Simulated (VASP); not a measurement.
Runs of VASP 6.6.1 on B. Symmetry: P6_3/mmc, No. 194, hexagonal system. Conventional cell: a = 1.723 Å, b = 1.723 Å, c = 21.702 Å, α = 90.00°, β = 90.00°, γ = 120.00°. B (site symmetry -3m) has 6 B at 1.72 Å as nearest neighbours. B (site symmetry -6m2) is surrounded by 6 B at 1.72 Å. This isn't the form of B at room conditions, which is rhombohedral.

| cell | k mesh | gap on the mesh (eV) | pressure (GPa) |
| --- | --- | --- | --- |
| P6_3/mmc, 13.94 Å³/atom | 27 × 27 × 2 | none | (a) |
| P6_3/mmc, 12.83 Å³/atom | 23 × 23 × 2 | none | 10.2 |
| P6_3/mmc, 15.62 Å³/atom | 23 × 23 × 2 | none | -11.4 |
| P6_3/mmc, 15.06 Å³/atom | 23 × 23 × 2 | none | -8.8 |

Alike in all rows: task single point; level revPBE; potentials or basis VASP PAW PBE potentials, release 64 (B); no spin polarisation; cutoff (eV) 520; smearing fermi-dirac 0.1 eV.

**Question.** Estimate the missing entries.

**Answer.** (a) -0.7.

Caveats: the PAW data sets were made with another functional, which shifts forces and pressure a little; this functional lacks dispersion, which binds the layers, so the pressure and a relaxed spacing across them are unreliable (some runs).

A gap of «none» marks a metal or a gap under the smearing width.
